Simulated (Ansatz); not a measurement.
# TiAl3: band structure with PBEsol

Crystal: TiAl3.

```
Ti Al
1.0
     2.83968    0.00000    0.00000
     0.00000    4.68126    0.00000
     0.00000    0.00000    4.90074
Ti Al
1 3
Direct
  0.00000 0.50000 0.16592
  0.00000 0.00000 0.83590
  0.50000 0.00000 0.33091
  0.50000 0.50000 0.66727
```

The cell comes from a database or a generator and needn't be the stable form of this composition.

```json
{"Program": "Ansatz 0.2.0", "Task": "band structure", "Functional": "PBEsol", "Potentials or basis": "all-electron PAW datasets made for the crystal", "Cutoff": "220 eV (chosen from the basis error)", "k mesh": "9 × 6 × 6", "Occupations": "fermi-dirac, width 0.05 eV", "Spin": "no spin polarisation"}
```

* Pressure: -2.4 GPa
* Largest force: 0.049 eV/Å
* Band gap along the path: none (metal or under the smearing width)

Forces in eV/Å, atoms in the order of the input:
```
Ti   0.000  0.000 -0.041
Al   0.000  0.000  0.049
Al   0.000  0.000  0.005
Al   0.000  0.000 -0.013
```

Stress tensor (GPa, compression positive):
```
-4.48  0.00  0.00
 0.00 -1.26  0.00
 0.00  0.00 -1.53
```

Levels at the corners of the path, in eV from the Fermi level:
```tsv
point	band 5	band 6	band 7	band 8	band 9	band 10
Γ	-2.63	-0.77	-0.36	2.35	2.42	2.71
X	-1.73	0.37	0.60	0.75	1.38	1.53
S	-1.67	-0.47	-0.31	0.79	1.15	1.33
Y	-2.00	-1.47	-0.13	2.26	2.36	2.68
Γ	-2.63	-0.77	-0.36	2.35	2.42	2.71
Z	-2.09	-1.04	-0.28	2.24	2.28	2.43
U	-1.30	-0.18	-0.11	0.58	1.21	1.95
R	-2.77	-2.75	-0.78	-0.20	1.04	2.08
```

Run time: 13 s on 2 threads of Arm Neoverse V2 (shared host), peak memory 0.58 GiB.
